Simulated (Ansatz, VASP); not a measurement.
## Two plane-wave programs on LiF

```xyz
2
Lattice="2.7998 0.0000 0.0000 -1.3999 2.4247 0.0000 0.0000 0.0000 2.5692" Properties=species:S:1:pos:R:3 pbc="T T T"
Li    0.0000    1.6164    1.2846
F     1.3999    0.8082    0.0000
```

Alike in both runs: functional PBE; k mesh 9 × 9 × 8; occupations gaussian, width 0.1 eV; no spin polarisation.

Ansatz relaxed the structure, and its values are those at the end. VASP's run is a single point on that final structure, the one shown.

|  | VASP | Ansatz |
| --- | --- | --- |
| version | VASP 6.6.1 | Ansatz 0.2.0 |
| potentials or method | VASP PAW PBE potentials, release 64 (Li_sv, F) | scalar-relativistic, plane waves, PAW |
| plane-wave cutoff (eV) | 520 | 420 |
| valence electrons in the cell | 10 | 10 |

|  | VASP | Ansatz | Ansatz less VASP |
| --- | --- | --- | --- |
| gap on the k mesh at the Fermi level (eV) | 7.78 | 7.78 | -0.001 |
| least direct gap on the mesh (eV) | 8.22 | 8.22 | -0.001 |

Caveats: an odd mesh through Γ misses points on the zone boundary, where band edges often lie. A hybrid or GW would open this gap; PBE tends to underestimate it.
